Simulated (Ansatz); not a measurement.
Ta2N (P-31m) under several functionals

Plane-wave DFT in Ansatz with scalar-relativistic PAW potentials. The same structure was relaxed (cell and atoms, symmetry kept) in separate runs at each level. Whether it is the stable form of this composition wasn't checked. No spin polarisation.

| level | cutoff (eV) | k mesh | V (Å³/atom) | a (Å) | c (Å) | B0 (GPa) |
| --- | --- | --- | --- | --- | --- | --- |
| LDA | 420 | 12×12×8 | 12.847 | 5.229 | 4.884 | – |
| PBEsol | 420 | 12×12×8 | 13.099 | 5.264 | 4.913 | 303 |
| PBE | 420 | 12×12×8 | 13.466 | 5.314 | 4.955 | – |

Question: Where does r2SCAN (500 eV, k mesh 12×12×8) fall?

Answer: V (Å³/atom) 13.281, a (Å) 5.291, c (Å) 4.930, B0 (GPa) 301. Its volume is between those of PBEsol and PBE. The usual order of volumes, LDA < PBEsol < PBE, holds here (12.847, 13.099, 13.466 Å³/atom). As a rule LDA overbinds; PBEsol, built on the gradient expansion of slowly varying densities, lies between LDA and PBE; PBE's stronger gradient term for exchange weakens bonds. r2SCAN lies 1.4 % under PBE in volume. B0 goes from 303.0 to 300.8 GPa as the volume grows by 1.4 %; on one curve with B' = 4.2 the volume alone, B ∝ V^(−B'), would give 285.9 GPa, and the rest of the difference is the functional's own stiffness.

Spin–orbit coupling is left out, which can shift energies with elements as heavy as these.